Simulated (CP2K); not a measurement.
The system is BaZrO3.

```xyz
5
Lattice="4.1913 0.0000 0.0000 0.0000 4.1913 0.0000 0.0000 0.0000 4.1913" Properties=species:S:1:pos:R:3 pbc="T T T"
Ba    0.0000    0.0000    0.0000
Zr    2.0957    2.0957    2.0957
O     2.0957    2.0957    0.0000
O     2.0957    0.0000    2.0957
O     0.0000    2.0957    2.0957
```

Base run:

- Program: CP2K 2026.2
- Functional: TASK
- Potentials or basis: POTENTIAL_UZH Ba GTH-SCAN-q10, Zr GTH-SCAN-q12, O GTH-SCAN-q6; TZVP-MOLOPT-SCAN-GTH basis
- Density cutoff: 11565 eV
- k mesh: 6 × 6 × 6
- Occupations: fermi-dirac, width 0.0259 eV
- Spin: no spin polarisation

Its results: band gap on the k mesh 4.33 eV, indirect (least direct gap 4.55 eV); pressure 14.6 GPa.

Problem. The run is repeated on the same cell with these changes: functional from TASK to SCAN; occupations from fermi-dirac, width 0.0259 eV to fermi-dirac, width 0.01 eV. What comes out?

Solution. Band gap on the k mesh 3.69 eV, indirect (least direct gap 3.97 eV); pressure 3.3 GPa.

Caveats: spin-orbit coupling is left out, which moves the levels of the heavy elements; the basis of atomic orbitals isn't converged, which shifts pressures, moduli and gaps; the potentials were made for another functional, which shifts forces and pressure (some runs).
